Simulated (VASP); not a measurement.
Wanted: the native input for a VASP 6.6.1 run.

```
Task                   : single point
Functional             : PBE
Dispersion             : D3(BJ)
Potentials or basis    : VASP PAW PBE potentials, release 64 (F, H, O)
Cutoff                 : 520 eV
k mesh                 : 1 × 1 × 1
Occupations            : fermi-dirac, width 0.002 eV
Spin                   : no spin polarisation
Dipole correction      : no
Further INCAR settings : LREAL = Auto; ALGO = Normal; EDIFF = 1e-06; NBANDS = 58
```

The structure of H3OF lies in POSCAR:

```
H3OF
1.0
    6.3496040000      0.0000000000      0.0000000000
    0.0000000000      6.3496040000      0.0000000000
    0.0000000000      0.0000000000      6.3496040000
F H O
5 15 5
Direct
    0.2865690522      0.0570586764      0.9315226587
    0.5280329293     -0.0853911520      0.6418038038
    0.8967488366      0.2118242334      1.1782624554
    0.8933942967      0.2808679092      0.8107277241
    0.5211821084      0.3525259213      0.2569924046
    0.3605579183      0.0002362352      0.8008845906
    0.4716042134     -0.1278819908      0.4961096787
    0.9023554855      0.2214311318      0.9965345870
    0.9138522654      0.1368589285      0.6629704782
    0.6601671537      0.2874194989      0.2368651651
    0.0279544992      0.5060315572      0.6965001282
    0.1594902611      0.6824835061      0.8051840713
   -0.0104258470      0.5858318094      0.1557262469
    0.1713492684      0.4487681437      0.1055813874
    0.6662147750      0.7716701703      1.1507016816
    0.6706559968      0.7051935837      0.9352394260
    0.8812833052      1.0652475335      0.4011116284
    0.9825022159      0.8667312166      0.5836741945
    0.3903708011      1.0069604341      0.2405661833
    0.2999399648      0.7726151111      0.2100445949
    0.0766976964      0.6486861228      0.6804361343
    0.1413316484      0.5805716388      0.1698846101
    0.7686463597      0.7587559791      1.0423484677
    0.9288295774      1.0182524768      0.5396557014
    0.4103248014      0.8552029386      0.2937033554
```

The cell was built by a generator and needn't be a form met in nature.

One way to write it, as run:

INCAR

```
SYSTEM = H3OF
PREC = Accurate ; ENCUT = 520
EDIFF = 1E-6 ; ISMEAR = -1
SIGMA = 0.002 ; LREAL = Auto
LASPH = .True. ; NELM = 80
ALGO = Normal ; ISIF = 2
LWAVE = .False. ; LCHARG = .False.
GGA = PE ; IVDW = 12
NBANDS = 58
```

KPOINTS

```
regular mesh
0
Gamma
  1 1 1
  0 0 0
```

Potentials or basis: VASP PAW PBE potentials, release 64 (F, H, O).

Launch:

```console
$ cat potpaw_PBE.64/F/POTCAR potpaw_PBE.64/H/POTCAR potpaw_PBE.64/O/POTCAR > POTCAR
$ mpirun -np 1 vasp_gam > vasp.out
```

Results of the run:

The pressure is -0.9 GPa and the largest force is 2.664 eV/Å. The band gap on the k mesh is 5.03 eV, direct and the dispersion energy per atom is -0.033 eV.

Wall time 22 s on 1 thread of Intel(R) Xeon(R) Platinum 8488C (Sapphire Rapids), on a shared host, peak memory 0.3 GiB.
